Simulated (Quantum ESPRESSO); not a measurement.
# Al2Au: single point with PBE

Crystal: Al2Au.

```
CELL_PARAMETERS angstrom
0.00000 3.00000 3.00000
3.00000 0.00000 3.00000
3.00000 3.00000 0.00000
ATOMIC_POSITIONS crystal
Au 0.00000 0.00000 0.00000
Al 0.75000 0.75000 0.75000
Al 0.25000 0.25000 0.25000
```

| Quantity | Value |
| --- | --- |
| Program | Quantum ESPRESSO 7.5 |
| Task | single point |
| Functional | PBE |
| Potentials or basis | SSSP 1.3 efficiency PBE |
| Cutoff | 816 eV |
| Density cutoff | 5987 eV |
| k mesh | 8 × 8 × 8 |
| Occupations | fermi-dirac, width 0.05 eV |
| Spin | no spin polarisation |
| Mixing beta | 0.5 |
| Most SCF iterations | 120 |
| SCF threshold | 6e-10 Ry |

```json
{"Pressure": "3.1 GPa", "Band gap on the k mesh": "none (metal or under the smearing width)"}
```

Levels at points of the mesh, in eV from the Fermi level:
| k point | band 10 | band 11 | band 12 | band 13 | band 14 | band 15 | band 16 | band 17 |
| --- | --- | --- | --- | --- | --- | --- | --- | --- |
| (0.00, 0.00, 0.00) | -5.63 | 2.24 | 2.95 | 2.95 | 2.95 | 3.91 | 3.91 | 3.91 |
| (0.00, 0.00, -0.50) | -5.51 | -5.44 | 0.35 | 0.35 | 3.29 | 3.60 | 3.82 | 3.82 |
| (0.00, -0.50, -0.50) | -5.32 | -5.02 | -2.12 | -2.12 | 1.27 | 2.10 | 7.63 | 9.81 |

Run time: 29 s on 1 thread of Arm Neoverse V2, with other jobs on the host, peak memory 0.29 GiB.

Spin-orbit coupling is left out, which matters for the levels of Au.
